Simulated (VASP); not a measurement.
# Ca (Immm) in VASP: further runs

Runs on Ca. Level: PBE. Tasks: single point.

Everything below comes from runs of VASP 6.6.1. Logs are shortened: lines on timing, memory, paths and dates and some standing lists are left out, and cuts for length are marked.

### Step 1. Starting point

Symmetry: Immm, No. 71, orthorhombic system. Conventional cell: a = 4.193 Å, b = 4.203 Å, c = 4.891 Å, α = 90.00°, β = 90.00°, γ = 90.00°. Around Ca (site symmetry mmm) lie 12 Ca at 3.85 to 4.20 Å.

This isn't the form of Ca at room conditions, which is fcc.

### Step 2. Single point, PBE

File INCAR:

```
PREC     = Accurate       # precision mode
ENCUT    = 300            # plane-wave cutoff, eV
EDIFF    = 1E-6           # SCF threshold, eV
ISMEAR   = 1              # smearing method
SIGMA    = 0.1            # smearing width, eV
LREAL    = False          # projectors in reciprocal space
LASPH    = True           # aspherical terms in the spheres
NELM     = 100            # most SCF steps
ALGO     = Normal         # electronic algorithm
ISIF     = 2              # what is computed and relaxed
LWAVE    = False          # write WAVECAR
LCHARG   = False          # write CHGCAR
GGA      = PE             # functional
ADDGRID  = False
```

File KPOINTS:

```
Automatic mesh
0
Gamma
  10 10 10
```

File POSCAR:

```
Ca
1.0
   -2.0964874600      2.1017318100      2.4453524600
    2.0964874600     -2.1017318100      2.4453524600
    2.0964874600      2.1017318100     -2.4453524600
Ca
1
Direct
    0.5000000000      0.5000000000      0.0000000000
```

Potentials or basis: VASP PAW PBE potentials, release 64 (Ca_pv).

Started as:

```bash
$ cat potpaw_PBE.64/Ca_pv/POTCAR > POTCAR
$ mpirun -np 1 vasp_std > vasp.out
```

OUTCAR:

```text
PREC = Accurate
   ENCUT = 300
   EDIFF = 1E-6
   ISMEAR = 1
   LREAL = False
   LASPH = True
   NELM = 100
   ISIF = 2
   GGA = PE

 Found    171 irreducible k-points:

 Following reciprocal coordinates:
            Coordinates               Weight
  0.000000  0.000000  0.000000      1.000000
  0.100000  0.000000  0.000000      4.000000
  0.200000  0.000000  0.000000      4.000000
  0.300000 -0.000000  0.000000      4.000000
  0.400000 -0.000000  0.000000      4.000000
  0.500000 -0.000000  0.000000      2.000000
   k-points           NKPTS =    171   k-points in BZ     NKDIM =    171   number of bands    NBANDS=      8
   number of dos      NEDOS =    301   number of ions     NIONS =      1
   total plane-waves  NPLWV =  13824
   dimension x,y,z NGX =    24 NGY =   24 NGZ =   24
   dimension x,y,z NGXF=    48 NGYF=   48 NGZF=   48
   ions per type =               1
   NGX,Y,Z   is equivalent  to a cutoff of  10.37, 10.37, 10.37 a.u.
   NGXF,Y,Z  is equivalent  to a cutoff of  20.75, 20.75, 20.75 a.u.
 SYSTEM =  unknown system
   PREC   = accura    normal or accurate (medium, high low for compatibility)
   ISTART =      0    job   : 0-new  1-cont  2-samecut
   ICHARG =      2    charge: 1-file 2-atom 10-const
   ISPIN  =      1    spin polarized calculation?
   LNONCOLLINEAR =      F non collinear calculations
   LSORBIT =      F    spin-orbit coupling
   LASPH  =      T    aspherical Exc in radial PAW
   ENCUT  =  300.0 eV  22.05 Ry    4.70 a.u.   5.43  5.43  5.43*2*pi/ulx,y,z
   NELM   =    100;   NELMIN=  2; NELMDL= -5     # of ELM steps
   EDIFF  = 0.1E-05   stopping-criterion for ELM
   LREAL  =      F    real-space projection
[... 7 lines left out ...]
   TEBEG  =    0.0;   TEEND  =   0.0 temperature during run
   PSTRESS=    0.0 pullay stress
   NELECT =       8.0000    total number of electrons
   NUPDOWN=      -1.0000    fix difference up-down
   EMIN   =  10.00;   EMAX   =-10.00  energy-range for DOS
   EFERMI =   0.00;   METHOD = LEGACY
   ISMEAR =     1;   SIGMA  =   0.10  broadening in eV -4-tet -1-fermi 0-gaus
   EFERMI_NEDOS =   21; number of points for ismear=-14 and -15
   IALGO  =     38    algorithm
   IMIX   =      4    mixing-type and parameters
     AMIX     =   0.40;   BMIX     =  1.00
     AMIX_MAG =   1.60;   BMIX_MAG =  1.00
  volume/ion in A,a.u.               =      43.10       290.85
  Fermi-wavevector in a.u.,A,eV,Ry     =   0.933859  1.764737 11.865532  0.872092
  Thomas-Fermi vector in A             =   2.060604
   LORBIT       =      0    0 simple, 1 ext, 2 COOP (PROOUT), +10 PAW based schemes
   GGA     = PE    functional components
   LHFCALC =     F    Hartree Fock is set to
   AEXX    =    0.0000 exact exchange contribution
   IVDW    =     0    specifies the selected vdW correction
   LEPSILON=     F    determine dielectric tensor
   LRPA    =     F    only Hartree local field effects (RPA)
 non-spin polarized calculation
 Methfessel and Paxton  Order N= 1 SIGMA  =   0.10
  energy-cutoff  :      300.00
  volume of cell :       43.10
 maximum number of plane-waves:       520
 NGX is ok and might be reduce to    24

 number of electron       8.0000003 magnetization

 Free energy of the ion-electron system (eV)
  ---------------------------------------------------
  ext. energy  EPLUGINS =         0.00000000
  ---------------------------------------------------
  free energy    TOTEN  =        -1.90991921 eV

  energy without entropy =       -1.90964738  energy(sigma->0) =       -1.90982860

 E-fermi :   2.1414     XC(G=0):  -7.6340

 val. band max:        2.1408442246   @ k =   0.5000  -0.2000   0.1000
 cond. band min:       2.1416641281   @ k =   0.5000   0.5000   0.4000
 fundamental gap:      0.0008199034
 Fermi energy:         2.1413982645

 k-point     1 :       0.0000    0.0000    0.0000
  band No.  band energies     occupation
      1     -20.8660      2.00000
      2     -20.8657      2.00000
      3     -20.8564      2.00000
      4      -1.8719      2.00000
      5       4.2937      0.00000
      6       4.3072      0.00000
      7       4.8906      0.00000
      8       5.0098      0.00000

 k-point     2 :       0.1000    0.0000    0.0000
  band No.  band energies     occupation
      1     -20.8756      2.00000
      2     -20.8694      2.00000
      3     -20.8594      2.00000
      4      -1.7021      2.00000
      5       4.2154      0.00000
      6       4.3356      0.00000
      7       4.8940      0.00000
      8       4.9581      0.00000

 k-point     3 :       0.2000    0.0000    0.0000
  band No.  band energies     occupation
      1     -20.9076      2.00000
      2     -20.8781      2.00000
      3     -20.8607      2.00000
      4      -1.2087      2.00000
      5       3.8570     -0.00000
      6       4.2590      0.00000
      7       4.9639      0.00000
      8       5.1008      0.00000

 k-point     4 :       0.3000   -0.0000    0.0000
  band No.  band energies     occupation
      1     -20.9478      2.00000
      2     -20.8889      2.00000
      3     -20.8615      2.00000
      4      -0.4435      2.00000
      5       3.2647     -0.00000
      6       4.0563     -0.00000
      7       4.9973      0.00000
      8       5.5774      0.00000

 k-point     5 :       0.4000   -0.0000    0.0000
  band No.  band energies     occupation
      1     -20.9800      2.00000
      2     -20.8976      2.00000
      3     -20.8619      2.00000
      4       0.4863      2.00000
      5       2.5603     -0.00000
      6       3.8846     -0.00000
      7       4.9442      0.00000
      8       5.7737      0.00000

 k-point     6 :       0.5000   -0.0000    0.0000
  band No.  band energies     occupation
      1     -20.9922      2.00000
      2     -20.9009      2.00000
      3     -20.8621      2.00000
      4       1.1792      2.00000
      5       1.9794      2.04428
      6       3.8203     -0.00000
      7       4.9004      0.00000
      8       5.8485      0.00000

 [... further k-points ...]
[... 5 lines left out ...]
  --------------------------------------------------------------------------------------
  -------------------------------------------------------------------------------------
  Total       -0.1123886     -0.1209402     -0.0912235      0.0000000      0.0000000      0.0000000
  in kB       -4.1779359     -4.4958321     -3.3911454      0.0000000      0.0000000      0.0000000
  external PRESSURE =      -4.0216378 kB  Pullay stress =       0.0000000 kB

 VOLUME and BASIS-vectors are now :
 -----------------------------------------------------------------------------
  energy-cutoff  :      300.00
  volume of cell :       43.10
      direct lattice vectors                 reciprocal lattice vectors
    -2.096487460  2.101731810  2.445352460     0.000000000  0.237899050  0.204469502
     2.096487460 -2.101731810  2.445352460     0.238494153  0.000000000  0.204469502
     2.096487460  2.101731810 -2.445352460     0.238494153  0.237899050  0.000000000

 POSITION                                       TOTAL-FORCE (eV/Angst)
 -----------------------------------------------------------------------------------
      0.00000      0.00000      2.44535         0.000000      0.000000      0.000000
 -----------------------------------------------------------------------------------
    total drift:                               -0.000000      0.000000      0.000000

  FREE ENERGIE OF THE ION-ELECTRON SYSTEM (eV)
  ---------------------------------------------------
  free  energy   TOTEN  =        -1.9099192144 eV

  energy  without entropy=       -1.9096473835  energy(sigma->0) =       -1.90982860
```

OSZICAR:

```text
N       E                     dE             d eps       ncg     rms          rms(c)
DAV:   1     0.124541003982E+02    0.12454E+02   -0.32674E+03  2736   0.944E+02
DAV:   2    -0.132464722438E+01   -0.13779E+02   -0.13757E+02  2960   0.110E+02
DAV:   3    -0.189407319716E+01   -0.56943E+00   -0.56884E+00  4360   0.278E+01
DAV:   4    -0.190007377892E+01   -0.60006E-02   -0.59997E-02  3688   0.221E+00
DAV:   5    -0.190014281921E+01   -0.69040E-04   -0.69040E-04  4504   0.214E-01    0.737E-01
DAV:   6    -0.190560102085E+01   -0.54582E-02   -0.71710E-03  3040   0.170E+00    0.426E-01
DAV:   7    -0.190991362817E+01   -0.43126E-02   -0.83699E-03  3224   0.181E+00    0.511E-02
DAV:   8    -0.190990876129E+01    0.48669E-05   -0.40505E-04  3520   0.358E-01    0.853E-03
DAV:   9    -0.190991565741E+01   -0.68961E-05   -0.12227E-05  4568   0.324E-02    0.658E-03
DAV:  10    -0.190991858649E+01   -0.29291E-05   -0.17265E-06  3568   0.267E-02    0.181E-03
DAV:  11    -0.190991921436E+01   -0.62788E-06   -0.44018E-08  1608   0.292E-03
   1 F= -.19099192E+01 E0= -.19098286E+01  d E =-.271831E-03
```

stdout:

```text
POSCAR found type information on POSCAR Ca
 POSCAR found :  1 types and       1 ions
 scaLAPACK will be used
 LDA part: xc-table for (Slater+PW92), standard interpolation
 POSCAR, INCAR and KPOINTS ok, starting setup
 FFT: planning ... GRIDC
 FFT: planning ... GRID_SOFT
 FFT: planning ... GRID
 WAVECAR not read
 entering main loop
```

Run time: 10 s. Hardware: 1 thread of Intel Xeon Platinum 8488C (Sapphire Rapids), shared host; peak memory 0.15 GiB.

These settings aren't checked as converged: the numbers below hold their error.

Results:

```yaml
Free_energy: -1.9099 eV
Pressure: -0.4 GPa
Band_gap_on_the_k_mesh: none (metal or under the smearing width)
```

### Step 3. Single point, PBE

This run uses another cell than the first one, of the same volume but with other edges.

INCAR is that of step 2.

KPOINTS is that of step 2.

File POSCAR:

```
Ca
1.0
   -2.1296130000      2.1366080000      2.5183870000
    2.0452440000     -2.1127450000      2.4255450000
    2.0940060000      2.0772270000     -2.4978770000
Ca
1
Direct
    0.5036690000      0.4760610000     -0.0172770000
```

Potentials or basis: VASP PAW PBE potentials, release 64 (Ca_pv).

Started as:

```bash
$ cat potpaw_PBE.64/Ca_pv/POTCAR > POTCAR
$ mpirun -np 1 vasp_std > vasp.out
```

OUTCAR:

```text
PREC = Accurate
   ENCUT = 300
   EDIFF = 1E-6
   ISMEAR = 1
   LREAL = False
   LASPH = True
   NELM = 100
   ISIF = 2
   GGA = PE

 Found    504 irreducible k-points:

 Following reciprocal coordinates:
            Coordinates               Weight
  0.000000  0.000000  0.000000      1.000000
  0.100000  0.000000  0.000000      2.000000
  0.200000  0.000000  0.000000      2.000000
  0.300000  0.000000 -0.000000      2.000000
  0.400000  0.000000  0.000000      2.000000
  0.500000  0.000000 -0.000000      1.000000
   k-points           NKPTS =    504   k-points in BZ     NKDIM =    504   number of bands    NBANDS=      8
   number of dos      NEDOS =    301   number of ions     NIONS =      1
[... 135 lines left out ...]
      6       3.8924     -0.00000
      7       4.8534      0.00000
      8       5.8466      0.00000

 [... further k-points ...]
[... 5 lines left out ...]
  --------------------------------------------------------------------------------------
  -------------------------------------------------------------------------------------
  Total       -0.1094409     -0.1405386     -0.0765803      0.0583157     -0.0377962      0.1306837
  in kB       -4.0683596     -5.2243832     -2.8467961      2.1678281     -1.4050377      4.8580386
  external PRESSURE =      -4.0465130 kB  Pullay stress =       0.0000000 kB

 VOLUME and BASIS-vectors are now :
 -----------------------------------------------------------------------------
  energy-cutoff  :      300.00
  volume of cell :       43.10
      direct lattice vectors                 reciprocal lattice vectors
    -2.129613000  2.136608000  2.518387000     0.005544617  0.236380961  0.201221828
     2.045244000 -2.112745000  2.425545000     0.245206417  0.001067158  0.206447491
     2.094006000  2.077227000 -2.497877000     0.243696023  0.239358134  0.003003396

 POSITION                                       TOTAL-FORCE (eV/Angst)
 -----------------------------------------------------------------------------------
      1.95887      2.11169     -0.03158         0.000000      0.000000      0.000000
 -----------------------------------------------------------------------------------
    total drift:                                0.000011      0.000008      0.000004

  FREE ENERGIE OF THE ION-ELECTRON SYSTEM (eV)
  ---------------------------------------------------
  free  energy   TOTEN  =        -1.9070568755 eV

  energy  without entropy=       -1.9064595350  energy(sigma->0) =       -1.90685776
```

OSZICAR:

```text
N       E                     dE             d eps       ncg     rms          rms(c)
DAV:   1     0.125406315150E+02    0.12541E+02   -0.32947E+03  8064   0.946E+02
DAV:   2    -0.130500905542E+01   -0.13846E+02   -0.13826E+02  8544   0.108E+02
DAV:   3    -0.189068696156E+01   -0.58568E+00   -0.58478E+00 12936   0.281E+01
DAV:   4    -0.189738911435E+01   -0.67022E-02   -0.67000E-02 10712   0.231E+00
DAV:   5    -0.189745574811E+01   -0.66634E-04   -0.66634E-04 13432   0.214E-01    0.740E-01
DAV:   6    -0.190281031168E+01   -0.53546E-02   -0.72566E-03  9168   0.172E+00    0.428E-01
DAV:   7    -0.190705728689E+01   -0.42470E-02   -0.84282E-03  9360   0.182E+00    0.515E-02
DAV:   8    -0.190704641865E+01    0.10868E-04   -0.41329E-04 10464   0.360E-01    0.868E-03
DAV:   9    -0.190705336113E+01   -0.69425E-05   -0.12756E-05 13656   0.332E-02    0.663E-03
DAV:  10    -0.190705641813E+01   -0.30570E-05   -0.19763E-06 10456   0.288E-02    0.151E-03
DAV:  11    -0.190705687553E+01   -0.45740E-06   -0.37896E-08  4712   0.217E-03
   1 F= -.19070569E+01 E0= -.19068578E+01  d E =-.597341E-03
```

Run time: 28 s. Hardware: 1 thread of Intel Xeon Platinum 8488C (Sapphire Rapids), shared host; peak memory 0.2 GiB.

These settings aren't checked as converged: the numbers below hold their error.

What came out:

| Item | Value |
| --- | --- |
| Free energy | -1.9071 eV |
| Pressure | -0.4 GPa |
| Band gap on the k mesh | none (metal or under the smearing width) |

[end of part 1 of 2]
